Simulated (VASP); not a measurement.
The system is InSe.

```
In Se
1.0
     2.00000    1.15470    8.44000
    -2.00000    1.15470    8.44000
     0.00000   -2.30940    8.44000
In Se
2 2
Direct
  0.88860 0.88860 0.88860
  0.00000 0.00000 0.00000
  0.17190 0.17190 0.17190
  0.38350 0.38350 0.38350
```

Base run:

* Program: VASP 6.6.1
* Functional: PBE
* Potentials or basis: VASP PAW PBE potentials, release 64 (In_d, Se)
* Cutoff: 520 eV
* k mesh: 8 × 8 × 8
* Occupations: fermi-dirac, width 0.05 eV
* Spin: no spin polarisation

Its results: band gap on the k mesh 0.43 eV, direct; pressure 2.8 GPa; largest force 0.380 eV/Å.

**Question.** After a change of settings the same cell gave: band gap on the k mesh 0.33 eV, direct; pressure 0.2 GPa; largest force 0.320 eV/Å. Which change was it?
A. occupations from fermi-dirac, width 0.05 eV to gaussian, width 0.011 eV; further incar settings from ALGO = Normal; EDIFF = 1e-07; NBANDS = 27 to ALGO = Normal; EDIFF = 1e-06
B. functional from PBE to PBEsol
C. occupations from fermi-dirac, width 0.05 eV to gaussian, width 0.015 eV; further incar settings from ALGO = Normal; EDIFF = 1e-07; NBANDS = 27 to ALGO = Fast; EDIFF = 1e-06
D. occupations from fermi-dirac, width 0.05 eV to gaussian, width 0.012 eV; further incar settings from ALGO = Normal; EDIFF = 1e-07; NBANDS = 27 to ALGO = Normal; EDIFF = 1e-07

**Answer.** B.

PBEsol binds more tightly than PBE, so the same cell stands under less pressure.

Caveats: spin-orbit coupling is left out, which moves the levels of the heavy elements; the PAW data sets were made with another functional, which shifts forces and pressure a little (some runs).
